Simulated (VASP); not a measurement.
Crystal: BN.

```
B N
1.0
     0.00000    3.49532    2.16609
     1.25163    0.00000    2.16609
     1.25163    3.49532    0.00000
B N
1 1
Direct
  0.00005 0.00005 0.99995
  0.66665 0.66665 0.33335
```

Measurements of this composition are mostly on another form, of space group No. 194.

```yaml
Program: VASP 6.6.1
Task: relaxation of cell and atoms
Functional: LDA
Potentials_or_basis: VASP PAW LDA potentials, release 64 (B, N)
Cutoff: 600 eV
k_mesh: 12 × 12 × 12
Occupations: gaussian, width 0.02 eV
Spin: no spin polarisation
```

At the start: pressure -3.9 GPa; volume 9.48 Å³/atom.

Task: How do energy, volume and symmetry change on relaxing?

Result: Over 20 steps the energy falls by 5.1 meV/atom and the volume is 8.71 Å³/atom (-8.1 %); space group Fmm2 (No. 42, to 0.05 Å).

The path:
```tsv
step	energy change (eV)	largest force (eV/Å)	pressure (GPa)	volume (Å³)
1	0.0000	0.0105	-3.93	18.95
2	0.0088	0.0371	6.93	18.32
3	-0.0034	0.0044	-0.36	18.73
4	-0.0034	0.0047	-0.30	18.73
5	-0.0039	0.0126	-0.25	18.66
6	-0.0054	0.0648	-0.22	18.47
7	-0.0077	0.1703	-0.07	18.08
8	-0.0083	0.3855	0.42	17.31
9	-0.0089	0.2910	0.18	17.64
10	-0.0090	0.2751	0.18	17.63
11	-0.0094	0.2278	0.18	17.58
12	-0.0099	0.1338	0.13	17.49
13	-0.0101	0.0517	0.09	17.30
14	-0.0102	0.0211	0.10	17.37
15	-0.0102	0.0193	0.09	17.38
16	-0.0102	0.0140	0.04	17.39
17	-0.0102	0.0034	-0.06	17.42
18	-0.0102	0.0069	-0.01	17.41
19	-0.0102	0.0056	-0.02	17.42
20	-0.0102	0.0045	-0.03	17.42
```

Final structure:
```
B N
1.0
     0.00000    3.24559    2.15415
     1.24586    0.00000    2.15415
     1.24586    3.24559    0.00000
B N
1 1
Direct
  0.00013 0.00013 0.99987
  0.66657 0.66657 0.33343
```
